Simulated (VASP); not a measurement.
CdSe, 2 atoms in the cell. The structure is cubic, space group F-43m (No. 216). Conventional cell: a = 6.141 Å, b = 6.141 Å, c = 6.141 Å, α = 90.00°, β = 90.00°, γ = 90.00°. Cd (site symmetry -43m) is surrounded by 4 Se at 2.66 Å. Se (site symmetry -43m) has 4 Cd at 2.66 Å as nearest neighbours. Measurements of this composition are mostly on another form, of space group No. 186.

```yaml
Program: VASP 6.6.1
Task: relaxation of cell and atoms
Functional: LDA
Potentials_or_basis: VASP PAW LDA potentials, release 64 (Cd, Se)
Cutoff: 600 eV
k_mesh: 8 × 8 × 8
Occupations: gaussian, width 0.03 eV
Spin: no spin polarisation
Further_INCAR_settings: ALGO = Normal; EDIFF = 1e-06; IBRION = 2; EDIFFG = -0.01; NSW = 90; ISIF = 3
```

Potentials or basis: VASP PAW LDA potentials, release 64 (Cd, Se).

The run is started by

```console
$ cat potpaw_LDA.64/Cd/POTCAR potpaw_LDA.64/Se/POTCAR > POTCAR
$ mpirun -np 1 vasp_std > vasp.out
```

Hardware: 1 thread of AMD EPYC 9R45 (Zen 5) (shared host).

Q: Estimate the wall time of this run.

A: Wall time 35 s on 1 thread of AMD EPYC 9R45 (Zen 5), on a shared host, peak memory 0.16 GiB. Counts: scf iterations 28, k points 29, ion steps 3.
